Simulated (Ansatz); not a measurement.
# FePt: a series of runs, part 2 of 2

Aim: follow a series of runs on FePt and read the state that each reaches.

Ansatz 0.2.0; DFT, PAW plane waves, r2scan. Earlier steps stand in the parts before.

### Step 3. A run

input.yaml

```yaml
crystal:
  lattice:
    - [5.447, 0.0, 0.0]
    - [0.0, 2.7235, 0.0]
    - [0.0, 0.0, 3.72]
  atoms:
    - { symbol: Fe, position: [0.0, 0.0, 0.0], spin: 4.0 }
    - { symbol: Pt, position: [0.25, 0.5, 0.5] }
    - { symbol: Fe, position: [0.5, 0.0, 0.0], spin: -4.0 }
    - { symbol: Pt, position: [0.75, 0.5, 0.5] }
  symmetry: { tolerance: 0.0003 }
hamiltonian:
  xc: r2scan
  pseudopotentials: { kind: paw, azcp: { folder: soft_1 } }
basis:
  ecutwfc: 500
magnetization:
  spin_polarized: true
scf:
  occupations: { method: fermi_dirac, width: 0.05 }
kpoints:
  mp_grid: { grid: [5, 9, 6], shift: [0, 0, 0] }
output:
  forces: true
  stress: true
  eigenvalues: true
  write_density: true
  write_potential: true
  elf: true
  volumetric_format: npy
```

The run is started by

```console
$ ansatz run input.yaml --threads 2 --pin off --max-ram 5632MiB --backend cpu --events-out ev --progress --plain --runs-dir out
```

Output:

```text
Warning: RAYON_NUM_THREADS=2 ignored (pool sized by the plan → 2); use --threads N
Engine: ansatz 0.2.0, x86_64-unknown-linux-gnu
Pseudopotentials: kind: paw
Pseudopotential: Fe, paw, valence charge 16, recommended cutoff 500 eV (meta_gga), <dir>
Pseudopotential: Pt, paw, valence charge 18, recommended cutoff 500 eV (meta_gga), <dir>
Functional definition: r2SCAN
  parameter k0 = 0.174
  parameter k1 = 0.065
  parameter a1 = 4.9479
  exchange = r2scan_x(k0 = k0, k1 = k1, a1 = a1)
  correlation = r2scan_c
Crystal: 4 atoms, lattice volume = 55.186 Å³
Basis set: ecut = 500 eV, 1379 PW (Γ), exchange–correlation on 160×80×120 points (64 copies of the dense FFT grid, shifted against one another)
Bands: 46, of which v1, the nominal top of the filled ones, is band 34 counted from 1 (33 counted from 0)
Symmetry: 8 space group operations
Space group: Pmmm (ITA 47), of the structure as read, at distance tolerance 1.1e-3 Å
Magnetic group: BNS 47.254 (UNI 352), of the structure as read, at distance tolerance 1.1e-3 Å
k-points: 60 of 270
Non-local potential: Fe, projectors of the file, l = 0: 3, l = 1: 2, l = 2: 3, l = 3: 1
Non-local potential: Pt, projectors of the file, l = 0: 3, l = 1: 2, l = 2: 2, l = 3: 1
PAW form: soft (Blöchl's): semilocal exchange-correlation on the pseudo side does not see the compensation charge
PAW frozen core: Fe, regenerated for the run's functional (the file was generated under x = pbe(κ = 0.804, μ = 0.2195149727645171), c = pbe(β = 0.06672455060314922))
PAW frozen core: Pt, regenerated for the run's functional (the file was generated under x = pbe(κ = 0.804, μ = 0.2195149727645171), c = pbe(β = 0.06672455060314922))
PAW one-centre angular grid: Fe, 590 points (default); XC on 160 Gauss nodes
PAW one-centre angular grid: Pt, 590 points (default); XC on 160 Gauss nodes
Initial density: superposition of atomic densities (chi_scale 0.1, normalization cell)
Starting moments: Σ|m| = 8 μB on 2 of 4 sites
Starting magnetic order: antiferromagnet; a translation exchanges its spin sublattices: spin-degenerate at every k-point
Initial wavefunctions: pseudopotential atomic-orbital guess
Functional: x = r2scan, c = r2scan; τ floored in thin density (d = 2e-4 eV/Å³)
SCF iter   1: F=—  HF=-34049.218674 eV  |F-HF|=—  |Δ(HF+E_count)|=         —  Δρ=4.26e-2 (↑4.26e-2 ↓4.26e-2)  dr2=3.87e0  dr2_τ=5.61e-2  dr2_m=8.63e-2  M=0.000 μB ∫|m|=7.334 μB  β_m=0.30  ethr=3.10e-3  ⟨swp⟩=5.5  Hψ=9489  notcnv=0  defer=15
Mixer restart at iter 1: flushing history
preconditioner: auto → Kerker (q_TF=auto, 2.825 Å⁻¹)  [metal: Δε(μ)=0.012 eV  Ē_g=10.208 eV  σ=0.050 eV  W_gap=0.06  n_scr=16 (ndim 8)  ℏωp=30.0 eV  f_vac=0.000  D(μ)=3.01/eV (n_scr^D=32)]
spin=Collinear: Kerker preconditioning applied to the charge; magnetization (m = ρ↑ − ρ↓) channel mixes plain (no charge-response kernel on spin).
SCF iter   2: F=—  HF=-34048.885565 eV  |F-HF|=—  |Δ(HF+E_count)|=   3.33e-1  Δρ=2.71e-2 (↑2.71e-2 ↓2.71e-2)  dr2=1.42e0  dr2_τ=1.68e-2  dr2_m=5.85e-2  M=0.000 μB ∫|m|=7.294 μB  β_m=0.30  ethr=3.10e-3  ⟨swp⟩=2.0  Hψ=3694  notcnv=0  defer=218  κ⁻¹=1.0e0(r=1)
SCF iter   3: F=—  HF=-34049.286402 eV  |F-HF|=—  |Δ(HF+E_count)|=   4.01e-1  Δρ=1.25e-2 (↑1.25e-2 ↓1.25e-2)  dr2=1.85e-1  dr2_τ=2.76e-3  dr2_m=3.21e-2  M=0.000 μB ∫|m|=7.189 μB  β_m=0.30  ethr=2.09e-3  ⟨swp⟩=2.0  Hψ=4004  notcnv=0  defer=218  κ⁻¹=6.9e-2(r=2)
SCF iter   4: F=—  HF=-34049.475953 eV  |F-HF|=—  |Δ(HF+E_count)|=         —  Δρ=1.16e-2 (↑1.16e-2 ↓1.16e-2)  dr2=7.99e-2  dr2_τ=1.80e-3  dr2_m=4.60e-2  M=0.000 μB ∫|m|=7.045 μB  β_m=0.30  ethr=2.72e-4  ⟨swp⟩=3.0  Hψ=4468  notcnv=0  defer=214
Mixer restart at iter 4: flushing history
SCF iter   5: F=—  HF=-34049.502212 eV  |F-HF|=—  |Δ(HF+E_count)|=   2.63e-2  Δρ=9.13e-3 (↑9.13e-3 ↓9.13e-3)  dr2=4.99e-2  dr2_τ=1.19e-3  dr2_m=2.93e-2  M=0.000 μB ∫|m|=7.033 μB  β_m=0.30  ethr=1.17e-4  ⟨swp⟩=2.0  Hψ=3215  notcnv=0  defer=214  κ⁻¹=1.0e0(r=1)
SCF iter   6: F=—  HF=-34049.531040 eV  |F-HF|=—  |Δ(HF+E_count)|=   2.88e-2  Δρ=1.90e-3 (↑1.90e-3 ↓1.90e-3)  dr2=5.89e-3  dr2_τ=5.45e-5  dr2_m=4.39e-4  M=0.000 μB ∫|m|=6.991 μB  β_m=0.30  ethr=7.33e-5  ⟨swp⟩=2.4  Hψ=4396  notcnv=0  defer=214  κ⁻¹=5.3e-3(r=2)
SCF iter   7: F=—  HF=-34049.528988 eV  |F-HF|=—  |Δ(HF+E_count)|=   2.05e-3  Δρ=1.65e-3 (↑1.65e-3 ↓1.65e-3)  dr2=1.88e-3  dr2_τ=4.87e-5  dr2_m=5.77e-4  M=0.000 μB ∫|m|=6.993 μB  β_m=0.30  ethr=8.67e-6  ⟨swp⟩=3.0  Hψ=5382  notcnv=0  defer=208  κ⁻¹=4.2e-3(r=3)
SCF iter   8: F=—  HF=-34049.533282 eV  |F-HF|=—  |Δ(HF+E_count)|=   4.29e-3  Δρ=8.09e-4 (↑8.09e-4 ↓8.09e-4)  dr2=5.98e-4  dr2_τ=7.41e-6  dr2_m=1.36e-4  M=0.000 μB ∫|m|=7.013 μB  β_m=0.30  ethr=2.76e-6  ⟨swp⟩=2.0  Hψ=5124  notcnv=0  defer=215  κ⁻¹=9.9e-4(r=4)
SCF iter   9: F=—  HF=-34049.533730 eV  |F-HF|=—  |Δ(HF+E_count)|=   4.48e-4  Δρ=5.48e-4 (↑5.48e-4 ↓5.48e-4)  dr2=3.74e-4  dr2_τ=4.63e-6  dr2_m=3.89e-5  M=0.000 μB ∫|m|=7.019 μB  β_m=0.30  ethr=8.80e-7  ⟨swp⟩=2.5  Hψ=4405  notcnv=0  defer=215  κ⁻¹=4.8e-4(r=5)
SCF iter  10: F=—  HF=-34049.533840 eV  |F-HF|=—  |Δ(HF+E_count)|=   1.11e-4  Δρ=2.11e-4 (↑2.11e-4 ↓2.11e-4)  dr2=5.41e-5  dr2_τ=6.44e-7  dr2_m=5.29e-6  M=0.000 μB ∫|m|=7.022 μB  β_m=0.30  ethr=5.51e-7  ⟨swp⟩=2.0  Hψ=3773  notcnv=0  defer=215  κ⁻¹=1.0e-4(r=6)
SCF iter  11: F=—  HF=-34049.533861 eV  |F-HF|=—  |Δ(HF+E_count)|=   2.10e-5  Δρ=1.39e-4 (↑1.39e-4 ↓1.39e-4)  dr2=2.38e-5  dr2_τ=2.16e-7  dr2_m=1.91e-6  M=0.000 μB ∫|m|=7.021 μB  β_m=0.30  ethr=7.96e-8  ⟨swp⟩=2.3  Hψ=4050  notcnv=0  defer=215  κ⁻¹=5.7e-5(r=7)
SCF iter  12: F=—  HF=-34049.533888 eV  |F-HF|=—  |Δ(HF+E_count)|=   2.63e-5  Δρ=6.52e-5 (↑6.52e-5 ↓6.52e-5)  dr2=5.58e-6  dr2_τ=8.20e-8  dr2_m=3.14e-7  M=0.000 μB ∫|m|=7.020 μB  β_m=0.30  ethr=3.50e-8  ⟨swp⟩=2.0  Hψ=4730  notcnv=0  defer=215  κ⁻¹=3.6e-6(r=8)
SCF iter  13: F=—  HF=-34049.533888 eV  |F-HF|=—  |Δ(HF+E_count)|=   5.49e-7  Δρ=4.42e-5 (↑4.42e-5 ↓4.42e-5)  dr2=2.32e-6  dr2_τ=3.55e-8  dr2_m=2.17e-7  M=0.000 μB ∫|m|=7.020 μB  β_m=0.30  ethr=8.20e-9  ⟨swp⟩=1.0  Hψ=2760  notcnv=0  defer=215  κ⁻¹=1.3e-6(r=8)
SCF iter  14: F=—  HF=-34049.533888 eV  |F-HF|=—  |Δ(HF+E_count)|=   3.90e-7  Δρ=1.41e-5 (↑1.41e-5 ↓1.41e-5)  dr2=2.08e-7  dr2_τ=3.47e-9  dr2_m=1.62e-8  M=0.000 μB ∫|m|=7.019 μB  β_m=0.30  ethr=3.42e-9  ⟨swp⟩=2.0  Hψ=4116  notcnv=0  defer=215  κ⁻¹=4.0e-6(r=8)
SCF iter  15: F=—  HF=-34049.533888 eV  |F-HF|=—  |Δ(HF+E_count)|=   2.28e-7  Δρ=1.36e-5 (↑1.36e-5 ↓1.36e-5)  dr2=2.59e-7  dr2_τ=2.81e-9  dr2_m=9.35e-9  M=0.000 μB ∫|m|=7.019 μB  β_m=0.30  ethr=3.06e-10  ⟨swp⟩=2.0  Hψ=3811  notcnv=0  defer=215  κ⁻¹=3.7e-6(r=8)
SCF iter  16: F=—  HF=-34049.533888 eV  |F-HF|=—  |Δ(HF+E_count)|=   6.61e-8  Δρ=2.80e-6 (↑2.80e-6 ↓2.80e-6)  dr2=1.22e-8  dr2_τ=2.14e-10  dr2_m=5.26e-10  M=0.000 μB ∫|m|=7.020 μB  β_m=0.30  ethr=3.06e-10  ⟨swp⟩=2.0  Hψ=4678  notcnv=0  defer=215  κ⁻¹=2.7e-6(r=8)
SCF iter  17: F=-34049.533888 eV  HF=-34049.533888 eV  |F-HF|=2.96e-9  |Δ(HF+E_count)|=   1.56e-8  Δρ=2.87e-6 (↑2.87e-6 ↓2.87e-6)  dr2=1.56e-8  dr2_τ=1.09e-10  dr2_m=1.03e-9  M=0.000 μB ∫|m|=7.020 μB  ethr=1.80e-11  ⟨swp⟩=10.6  Hψ=16807  notcnv=0
SCF 1 converged in 17 iterations: F = -34049.533888 eV  dr2 = 1.56e-8
this state was not tested for a lower state beside it, because the mixer in use, unlike msr1, does not test its closes by its own steps (another_mixer; see scf.mixing.algorithm and scf.lower_state_search)
SCF converged after 17 iterations
Magnetization: 0.0000 μB (34.0000 up, 34.0000 down)
Absolute magnetization: 7.0427 μB (∫|ρ↑−ρ↓|, with the PAW one-centre terms)
Spin contamination: 3.6064 ħ² per cell (⟨S²⟩ above its minimum at these occupations)
Per-site moments (μB) at R_I (Å): [(3.2788292829955186, 1.1044163581761326), (7.130589198585782e-17, 1.1044163581761326), (-3.2788292829955186, 1.1044163581761326), (-5.595862243962326e-17, 1.1044163581761326)]
Free energy (F): -34049.533888 eV
Harris-Foulkes:  -34049.533888 eV  (|F-HF|=2.96e-9)
Internal energy: -34049.509342 eV  (E = F + TS)
E sigma→0 (E₀):  -34049.521615 eV
Entropy (-TS):   -0.024546 eV (-6.136 meV/atom)
Fermi energy:    20.782809 eV
--- Per-component energies (eV) ---
  E_band       = -825.919989
  E_kinetic    = 1846.240951
  E_local      = -7323.229903  (includes V_loc(G=0)·N_el)
  E_nonlocal   = 999.072312
  E_hartree    = 2930.527881
  E_xc         = -651.195566
  E_vxc        = -912.906142  (∫ρ·V_xc dr)
  E_paw        = -21809.533184  (= ΣΔE_a)
  E_vpaw       = -1358.505924  (= ΣTr[D̂ρ^β])
  E_aug_tail   = -0.000772  (compensation charges beyond the density's cutoff)
  E_vtau       = 62.358699  (kinetic-family band-sum trace: ∫τ·v_τ [+ j·A + Jᵃ·Aᵃ] dr)
  E_ewald      = -10040.348879
  E_core_change = -1.042182  (= ΣΔE_core)
  E_smearing   = -0.024546  (= −TS)
  E_closure    = 0.000000  (closes the sum)
  Σ components = -34049.533888   (vs F -34049.533888, Δ=0.00e0)
--- Forces (eV/Å), atoms counted from 1 ---
  atom   1  Fe     0.00000000     0.00000000     0.00000000
  atom   2  Pt    -0.00000000     0.00000000     0.00000000
  atom   3  Fe     0.00000000     0.00000000     0.00000000
  atom   4  Pt     0.00000000     0.00000000     0.00000000
  max |Σ_I F_I| component: 1.01e-28 eV/Å
--- Stress (GPa, compression-positive) ---
        6.400643       0.000000       0.000000
        0.000000      -0.794793       0.000000
        0.000000       0.000000      -1.422776
  P = ⅓ Tr σ = 1.3944 GPa (13.944 kbar)
--- Band table (eV; the first three rows and the last of 120) ---
  k-point 0 ↑: bands = ["-80.2643", "-80.2476", "-72.7865", "-67.9263", "-37.5822", "-37.5676", "-37.2042", "-33.9850", "-33.8240", "-33.7791", "-33.6560", "-33.6287", "-33.5987", "-32.7084", "-32.6320", "-32.5452", "10.3682", "13.8661", "13.9829", "14.1276", "15.4514", "15.7665", "15.9143", "16.2724", "16.6603", "16.9331", "17.0615", "17.7025", "17.9909", "18.0864", "18.8081", "18.8772", "19.6063", "20.2344", "21.2233", "22.1905", "22.3730", "22.6012", "22.7150", "22.7375", "30.7132", "31.5557", "32.0227", "32.5311", "32.6580", "33.6819"]
  k-point 1 ↑: bands = ["-80.2642", "-80.2476", "-72.7866", "-67.9263", "-37.5828", "-37.5679", "-37.2040", "-33.9870", "-33.8227", "-33.7838", "-33.6550", "-33.6280", "-33.5986", "-32.7054", "-32.6341", "-32.5461", "10.7324", "13.9366", "13.9956", "14.2151", "14.6471", "15.9844", "16.5469", "16.6241", "16.6333", "16.9288", "16.9454", "17.6759", "18.1690", "18.1990", "18.8422", "18.9141", "19.6566", "20.1266", "20.9269", "21.2484", "22.2579", "22.2746", "22.5394", "22.5498", "28.8684", "30.2331", "32.8978", "33.3759", "33.4202", "36.1562"]
  k-point 2 ↑: bands = ["-80.2641", "-80.2475", "-72.7866", "-67.9263", "-37.5839", "-37.5685", "-37.2036", "-33.9904", "-33.8208", "-33.7928", "-33.6532", "-33.6266", "-33.5983", "-32.6996", "-32.6383", "-32.5479", "11.6776", "13.8192", "13.8540", "14.3152", "14.5116", "16.4417", "16.5274", "16.6547", "16.6906", "16.9680", "17.4339", "17.8482", "18.3260", "18.6717", "18.7414", "18.9497", "19.1457", "19.6760", "20.1476", "20.2753", "21.8363", "22.1468", "22.2180", "22.4579", "26.5447", "28.6108", "35.3494", "35.3811", "35.8774", "36.9185"]
  k-point 59 ↓: bands = ["-80.2424", "-80.2373", "-72.7785", "-67.9160", "-37.5729", "-37.5603", "-37.2964", "-33.9440", "-33.9237", "-33.8394", "-33.7875", "-33.7658", "-33.7391", "-32.7021", "-32.6514", "-32.6282", "14.1753", "14.7287", "14.7707", "14.9658", "15.6957", "15.7126", "16.0748", "16.3422", "16.6449", "16.7047", "16.8676", "17.6373", "18.1917", "18.3388", "19.1854", "19.2005", "19.7412", "21.1060", "21.3569", "21.9576", "23.2708", "23.3608", "24.4715", "25.2474", "26.6169", "27.4872", "27.6706", "28.6875", "32.6003", "34.2343"]
```

It took 9.4 s on 2 threads of AMD EPYC 9R45 (Zen 5), shared host; peak memory 0.7 GiB.

Density in a lattice plane of the grid's cell (edges 5.45 and 3.72 Å, at 0.000 of the third edge), which holds Fe.

Ten even steps from ' ' (0.16 e/Å³) to '@' (32.47 e/Å³):
```
**==::              ::==**==::              ::==
::..                  ..::..                  ..
                                                
                                                
                                                
                                                
                                                
                                                
                                                
                                                
                                                
::..                  ..::..                  ..
**==::              ::==**==::              ::==
@@##--              --##@@##--              --##
```
Columns run along the first of these edges and rows up along the second, over one cell in 24 and 14 even steps from the bottom left corner. Atoms in the plane (fractional): Fe at (0.00, 0.00), Fe at (0.50, 0.00).

ELF in the same plane.

Ten even steps from '0' (0.11) to '9' (0.93):
```
874200100247874200100247
432101210123432101210123
110012221001110012221001
000122222100000122222100
001222222210001222222210
001122222110001122222110
001122222110001122222110
001122222110001122222110
001222222210001222222210
000122222100000122222100
110012221001110012221001
432101210123432101210123
874200100247874200100247
985200100258985200100258
```
Columns run along the first of these edges and rows up along the second, over one cell in 24 and 14 even steps from the bottom left corner. Atoms in the plane (fractional): Fe at (0.00, 0.00), Fe at (0.50, 0.00).

Both are smooth fields of the valence electrons: close to the nuclei they are not physical.

Spin density (up less down) in a lattice plane of the grid's cell (edges 5.45 and 3.72 Å, at 0.000 of the third edge), which holds Fe.

Ten even steps from '0' (-7.18 e/Å³) to '9' (7.18 e/Å³):
```
876555544432123444555567
655555544444344444555555
555555544444444444555555
555544555444444455544555
555444555544444555544455
444444555555555555544444
444444555555555555544444
444444555555555555544444
555444555544444555544455
555544555444444455544555
555555544444444444555555
655555544444344444555555
876555544432123444555567
986555544431013444555568
```
Columns run along the first of these edges and rows up along the second, over one cell in 24 and 14 even steps from the bottom left corner. Atoms in the plane (fractional): Fe at (0.00, 0.00), Fe at (0.50, 0.00).

### Step 4. The runs at a glance

What follows sums up all 2 parts.

| step | level | volume (Å³/atom) | pressure (GPa) | largest spin moment (μB) | time |
| --- | --- | --- | --- | --- | --- |
| 2 | DFT, PAW plane waves, r2scan | 13.796 | 1.3 | 3.25 | 12 s |
| 3 | DFT, PAW plane waves, r2scan | 13.796 | 1.4 | 3.28 | 9.4 s |

Each row holds for the state that its run reached, which need not be the ground state, so the rows aren't joined into a trend here.
